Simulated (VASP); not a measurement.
Input of a VASP 6.6.1 run:

INCAR

```
  PREC = Accurate
  ENCUT = 520
  EDIFF = 1E-7
  ISMEAR = 0
  SIGMA = 0.01
  LREAL = F
  LASPH = T
  NELM = 100
  ALGO = Normal
  ISIF = 2
  LWAVE = F
  LCHARG = T
  GGA = PE
  LELF = T
  LVHAR = T
  LVACPOTAV = T
  NBANDS = 17
```

Contents of KPOINTS:

```
regular mesh
0
Gamma
  1 1 1
```

The input POSCAR:

```
H2CNCl
1.0
   12.0000000000      0.0000000000      0.0000000000
    0.0000000000     11.0000000000      0.0000000000
    0.0000000000      0.0000000000     11.0000000000
N C Cl H
1 1 1 2
Direct
    0.4334958300      0.4283136400      0.4688090900
    0.5164708300      0.4878227300      0.5023363600
    0.6224875000      0.4199590900      0.5843727300
    0.3796791700      0.4823863600      0.4218090900
    0.5340041700      0.5838590900      0.4866818200
```

Potentials or basis: VASP PAW PBE potentials, release 64 (N, C, Cl, H).

Command:

```bash
$ cat potpaw_PBE.64/N/POTCAR potpaw_PBE.64/C/POTCAR potpaw_PBE.64/Cl/POTCAR potpaw_PBE.64/H/POTCAR > POTCAR
$ mpirun -np 1 vasp_gam > vasp.out
```

(1) Estimate the largest force.

(2) What does it give for the gap between the frontier levels?

Answers

(1) 0.898 eV/Å.

(2) 5.10 eV.

Caveat: the standard files for N, O and F lose accuracy on very short bonds.
